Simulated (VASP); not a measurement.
# Al2O3 (P-6m2) in VASP: single point with LDA

Aim: the single point of Al2O3 with LDA.

All numbers are computed with VASP 6.6.1; they aren't measurements. Logs are shortened: lines on timing, memory, paths and dates and some standing lists are left out, and cuts for length are marked.

## 1. The crystal as given

Symmetry: P-6m2, No. 187, hexagonal system. The conventional cell has a = 2.884 Å, b = 2.884 Å, c = 9.337 Å, α = 90.00°, β = 90.00°, γ = 120.00°. Al (site symmetry 3m) is surrounded by 3 O at 1.80 Å. O (site symmetry 3m) has 3 Al at 1.80 Å as nearest neighbours. O (site symmetry -6m2) has 6 Al at 2.18 Å as nearest neighbours.

Measurements of this composition are mostly on another form, of space group No. 167.

## 2. Single point, LDA

INCAR reads:

```
  ALGO = Fast
  EDIFF = 1E-7
  ENCUT = 520
  GGA = CA
  ISIF = 2
  ISMEAR = 0
  LASPH = T
  LCHARG = F
  LREAL = F
  LWAVE = F
  NBANDS = 20
  NELM = 100
  PREC = Accurate
  SIGMA = 0.1
```

KPOINTS reads:

```
k-points
0
Gamma
  9 9 2
```

POSCAR reads:

```
Al2O3
1.0
    2.8843249483      0.0000000000      0.0000000000
   -1.4421624742      2.4978986780      0.0000000000
    0.0000000000      0.0000000000      9.3367544600
Al O
2 3
Direct
    0.0000000000      0.0000000000      0.1499923300
    0.0000000000      0.0000000000      0.8500076700
    0.3333333300      0.6666666700      0.2223169200
    0.6666666700      0.3333333300      0.0000000000
    0.3333333300      0.6666666700      0.7776830800
```

Potentials or basis: VASP PAW LDA potentials, release 64 (Al, O).

The run is started by

```bash
$ cat potpaw_LDA.64/Al/POTCAR potpaw_LDA.64/O/POTCAR > POTCAR
$ mpirun -np 1 vasp_std > vasp.out
```

OUTCAR:

```text
EDIFF = 1E-7
   ENCUT = 520
   GGA = CA
   ISIF = 2
   ISMEAR = 0
   LASPH = T
   LREAL = F
   NELM = 100
   PREC = Accurate

 ion  position               nearest neighbor table
   1  0.000  0.000  0.150-   3 1.80   3 1.80   3 1.80   4 2.18   4 2.18   4 2.18   2 2.80
   2  0.000  0.000  0.850-   5 1.80   5 1.80   5 1.80   4 2.18   4 2.18   4 2.18   1 2.80
   3  0.333  0.667  0.222-   1 1.80   1 1.80   1 1.80
   4  0.667  0.333  0.000-   1 2.18   2 2.18   1 2.18   2 2.18   1 2.18   2 2.18
   5  0.333  0.667  0.778-   2 1.80   2 1.80   2 1.80

  LATTYP: Found a hexagonal cell.
 ALAT       =     2.8843249483
 C/A-ratio  =     3.2370674689

  Lattice vectors:

 A1 = (   2.8843249483,   0.0000000000,   0.0000000000)
 A2 = (  -1.4421624742,   2.4978986780,   0.0000000000)
 A3 = (   0.0000000000,   0.0000000000,   9.3367544600)

Analysis of symmetry for initial positions (statically):
=====================================================================
 Subroutine PRICEL returns:
 Original cell was already a primitive cell.

 Routine SETGRP: Setting up the symmetry group for a
 hexagonal supercell.

 Subroutine GETGRP returns: Found 12 space group operations
 (whereof 12 operations were pure point group operations)
 out of a pool of 24 trial point group operations.

The static configuration has the point symmetry D_3h.

Analysis of symmetry for dynamics (positions and initial velocities):
=====================================================================
 Subroutine PRICEL returns:
 Original cell was already a primitive cell.

 Routine SETGRP: Setting up the symmetry group for a
 hexagonal supercell.

 Subroutine GETGRP returns: Found 12 space group operations
 (whereof 12 operations were pure point group operations)
 out of a pool of 24 trial point group operations.

The dynamic configuration has the point symmetry D_3h.

 Subroutine INISYM returns: Found 12 space group operations
 (whereof 12 operations are pure point group operations),
 and found     1 'primitive' translations

----------------------------------------------------------------------------------------

                                     Primitive cell

  volume of cell :      67.2690

  direct lattice vectors                    reciprocal lattice vectors
     2.884324948  0.000000000  0.000000000     0.346701574  0.200168247  0.000000000
    -1.442162474  2.497898678  0.000000000     0.000000000  0.400336494  0.000000000
     0.000000000  0.000000000  9.336754460     0.000000000  0.000000000  0.107103598

  length of vectors
     2.884324948  2.884324948  9.336754460     0.400336494  0.400336494  0.107103598

  position of ions in fractional coordinates (direct lattice)
     0.000000000  0.000000000  0.149992330
     0.000000000  0.000000000  0.850007670
     0.333333330  0.666666670  0.222316920
     0.666666670  0.333333330  0.000000000
     0.333333330  0.666666670  0.777683080

  ion indices of the primitive-cell ions
   primitive index   ion index
                 1           1
                 2           2
                 3           3
                 4           4
                 5           5

----------------------------------------------------------------------------------------

 KPOINTS: k-points

Automatic generation of k-mesh.
 Grid dimensions read from file:
 generate k-points for:    9    9    2

 Generating k-lattice:

  Cartesian coordinates                     Fractional coordinates (reciprocal lattice)
     0.038522397  0.022240916  0.000000000     0.111111111  0.000000000  0.000000000
     0.000000000  0.044481833  0.000000000     0.000000000  0.111111111  0.000000000
     0.000000000  0.000000000  0.053551799     0.000000000  0.000000000  0.500000000

  Length of vectors
     0.044481833  0.044481833  0.053551799

  Shift w.r.t. Gamma in fractional coordinates (k-lattice)
     0.000000000  0.000000000  0.000000000

 Subroutine IBZKPT returns following result:
 ===========================================

 Found     24 irreducible k-points:

 Following reciprocal coordinates:
            Coordinates               Weight
  0.000000  0.000000  0.000000      1.000000
  0.111111  0.000000  0.000000      6.000000
  0.222222 -0.000000  0.000000      6.000000
  0.333333  0.000000  0.000000      6.000000
  0.444444 -0.000000  0.000000      6.000000
  0.111111  0.111111  0.000000      6.000000
[... 16 lines left out ...]
  0.333333  0.222222  0.500000     12.000000
  0.333333  0.333333  0.500000      2.000000
   k-points           NKPTS =     24   k-points in BZ     NKDIM =     24   number of bands    NBANDS=     20
   number of dos      NEDOS =    301   number of ions     NIONS =      5
   total plane-waves  NPLWV =  40320
   dimension x,y,z NGX =    24 NGY =   24 NGZ =   70
   dimension x,y,z NGXF=    48 NGYF=   48 NGZF=  140
   ions per type =               2   3
   NGX,Y,Z   is equivalent  to a cutoff of  13.83, 13.83, 12.46 a.u.
   NGXF,Y,Z  is equivalent  to a cutoff of  27.67, 27.67, 24.93 a.u.
 SYSTEM =  unknown system
   PREC   = accura    normal or accurate (medium, high low for compatibility)
   ISTART =      0    job   : 0-new  1-cont  2-samecut
   ICHARG =      2    charge: 1-file 2-atom 10-const
   ISPIN  =      1    spin polarized calculation?
   LNONCOLLINEAR =      F non collinear calculations
   LSORBIT =      F    spin-orbit coupling
   LASPH  =      T    aspherical Exc in radial PAW
   ENCUT  =  520.0 eV  38.22 Ry    6.18 a.u.   5.36  5.36 17.36*2*pi/ulx,y,z
   NELM   =    100;   NELMIN=  2; NELMDL= -5     # of ELM steps
   EDIFF  = 0.1E-06   stopping-criterion for ELM
   LREAL  =      F    real-space projection
   EDIFFG = 0.1E-05   stopping-criterion for IOM
   NSW    =      0    number of steps for IOM
   IBRION =     -1    ionic relax: 0-MD 1-quasi-New 2-CG
   NFREE  =      0    steps in history (QN), initial steepest desc. (CG)
   ISIF   =      2    stress and relaxation
   ISYM   =      2    0-nonsym 1-usesym 2-fastsym
   POTIM  = 0.5000    time-step for ionic-motion
   TEBEG  =    0.0;   TEEND  =   0.0 temperature during run
   PSTRESS=    0.0 pullay stress
   NELECT =      24.0000    total number of electrons
   NUPDOWN=      -1.0000    fix difference up-down
   EMIN   =  10.00;   EMAX   =-10.00  energy-range for DOS
   EFERMI =   0.00;   METHOD = LEGACY
   ISMEAR =     0;   SIGMA  =   0.10  broadening in eV -4-tet -1-fermi 0-gaus
   EFERMI_NEDOS =   21; number of points for ismear=-14 and -15
   IALGO  =     68    algorithm
   IMIX   =      4    mixing-type and parameters
     AMIX     =   0.40;   BMIX     =  1.00
     AMIX_MAG =   1.60;   BMIX_MAG =  1.00
  volume/ion in A,a.u.               =      13.45        90.79
  Fermi-wavevector in a.u.,A,eV,Ry     =   1.161111  2.194181 18.343074  1.348178
  Thomas-Fermi vector in A             =   2.297686
   LORBIT       =      0    0 simple, 1 ext, 2 COOP (PROOUT), +10 PAW based schemes
   GGA     = CA    functional components
   LHFCALC =     F    Hartree Fock is set to
   AEXX    =    0.0000 exact exchange contribution
   IVDW    =     0    specifies the selected vdW correction
   LEPSILON=     F    determine dielectric tensor
   LRPA    =     F    only Hartree local field effects (RPA)
 non-spin polarized calculation
 RMM-DIIS sequential band-by-band and
 Gauss-broadening in eV      SIGMA  =   0.10
  energy-cutoff  :      520.00
  volume of cell :       67.27
 maximum number of plane-waves:      1846
 NGX is ok and might be reduce to    24
   NGX = 11   NGY = 11   NGZ = 35

 number of electron      23.9999982 magnetization

 Free energy of the ion-electron system (eV)
  ---------------------------------------------------
  ext. energy  EPLUGINS =         0.00000000
  ---------------------------------------------------
  free energy    TOTEN  =       -40.09333156 eV

  energy without entropy =      -40.09333156  energy(sigma->0) =      -40.09333156

 E-fermi :   1.0129     XC(G=0):  -8.8991

 val. band max:        0.5714906990   @ k =   0.1111   0.1111   0.0000
 cond. band min:       5.3044380858   @ k =   0.0000   0.0000   0.0000
 fundamental gap:      4.7329473868
 Fermi energy:         1.0128829734

 k-point     1 :       0.0000    0.0000    0.0000
  band No.  band energies     occupation
      1     -17.9013      2.00000
      2     -16.8460      2.00000
      3     -15.6113      2.00000
      4      -4.4246      2.00000
      5      -1.5474      2.00000
      6      -0.9203      2.00000
[... 12 lines left out ...]
     19      15.1997      0.00000
     20      15.2344      0.00000

 k-point     2 :       0.1111    0.0000    0.0000
  band No.  band energies     occupation
      1     -17.7474      2.00000
      2     -16.7300      2.00000
      3     -15.5544      2.00000
      4      -4.3397      2.00000
      5      -1.9466      2.00000
      6      -1.2989      2.00000
[... 12 lines left out ...]
     19      14.0778      0.00000
     20      15.2182      0.00000

 k-point     3 :       0.2222   -0.0000    0.0000
  band No.  band energies     occupation
      1     -17.3164      2.00000
      2     -16.4191      2.00000
      3     -15.4231      2.00000
      4      -4.2715      2.00000
      5      -3.1656      2.00000
      6      -2.2102      2.00000
[... 12 lines left out ...]
     19      13.3493      0.00000
     20      14.0217      0.00000

 k-point     4 :       0.3333    0.0000    0.0000
  band No.  band energies     occupation
      1     -16.7119      2.00000
      2     -16.0299      2.00000
      3     -15.3305      2.00000
      4      -4.6998      2.00000
      5      -4.4985      2.00000
      6      -3.1932      2.00000
[... 429 lines left out ...]
 k-point    23 :       0.3333    0.2222    0.5000
  band No.  band energies     occupation
      1     -15.9170      2.00000
      2     -15.6362      2.00000
      3     -15.4031      2.00000
      4      -5.0001      2.00000
      5      -4.8068      2.00000
      6      -3.6371      2.00000
[... 12 lines left out ...]
     19      13.5636      0.00000
     20      13.8167      0.00000

 k-point    24 :       0.3333    0.3333    0.5000
  band No.  band energies     occupation
      1     -15.5966      2.00000
      2     -15.5811      2.00000
      3     -15.5622      2.00000
      4      -4.9591      2.00000
      5      -4.5487      2.00000
      6      -3.5632      2.00000
[... 12 lines left out ...]
     19      13.2316      0.00000
     20      13.5734      0.00000

------------------------ aborting loop because EDIFF is reached ----------------------------------------

  FORCE on cell =-STRESS in cart. coord.  units (eV):
  Direction    XX          YY          ZZ          XY          YZ          ZX
  --------------------------------------------------------------------------------------
  -------------------------------------------------------------------------------------
  Total       -2.9763591     -2.9763591     -2.0972930      0.0000000     -0.0000000      0.0000000
  in kB      -70.8893464    -70.8893464    -49.9522152      0.0000000     -0.0000000      0.0000000
  external PRESSURE =     -63.9103026 kB  Pullay stress =       0.0000000 kB

 VOLUME and BASIS-vectors are now :
 -----------------------------------------------------------------------------
  energy-cutoff  :      520.00
  volume of cell :       67.27
      direct lattice vectors                 reciprocal lattice vectors
     2.884324948  0.000000000  0.000000000     0.346701574  0.200168247  0.000000000
    -1.442162474  2.497898678  0.000000000     0.000000000  0.400336494  0.000000000
     0.000000000  0.000000000  9.336754460     0.000000000  0.000000000  0.107103598

 POSITION                                       TOTAL-FORCE (eV/Angst)
 -----------------------------------------------------------------------------------
      0.00000      0.00000      1.40044        -0.000000     -0.000000      0.018646
      0.00000      0.00000      7.93631        -0.000000     -0.000000     -0.018646
     -0.00000      1.66527      2.07572         0.000000      0.000000     -0.498128
      1.44216      0.83263      0.00000        -0.000000      0.000000      0.000000
     -0.00000      1.66527      7.26104         0.000000      0.000000      0.498128
 -----------------------------------------------------------------------------------
    total drift:                                0.000018     -0.000010      0.000000

  FREE ENERGIE OF THE ION-ELECTRON SYSTEM (eV)
  ---------------------------------------------------
  free  energy   TOTEN  =       -40.0933315620 eV

  energy  without entropy=      -40.0933315620  energy(sigma->0) =      -40.09333156
```

Run time: 16 s. Hardware: 1 thread of Intel Xeon 6975P-C (Granite Rapids), shared host; peak memory 0.16 GiB.

Results:

```yaml
Free_energy: -40.0933 eV
Pressure: -6.4 GPa
Largest_force: 0.498 eV/Å
Band_gap_on_the_k_mesh: 4.73 eV, indirect (least direct gap 4.99 eV)
```

Forces on the atoms (eV/Å):
```
Al   0.000  0.000  0.019
Al   0.000  0.000 -0.019
O    0.000  0.000 -0.498
O    0.000  0.000  0.000
O    0.000  0.000  0.498
```

Stress tensor (GPa, compression positive):
```
-7.09  0.00  0.00
 0.00 -7.09  0.00
 0.00  0.00 -5.00
```

Levels at points of the mesh, in eV from the valence-band top:
```tsv
k point	band 9	band 10	band 11	band 12	band 13	band 14	band 15	band 16
(0.00, 0.00, 0.00)	-1.26	-0.54	-0.54	-0.26	4.73	7.38	7.68	9.16
(0.00, 0.00, 0.50)	-1.26	-0.54	-0.54	-0.31	4.86	6.98	7.82	9.48
```

Caveat: an odd mesh through Γ misses points on the zone boundary, where band edges often lie.
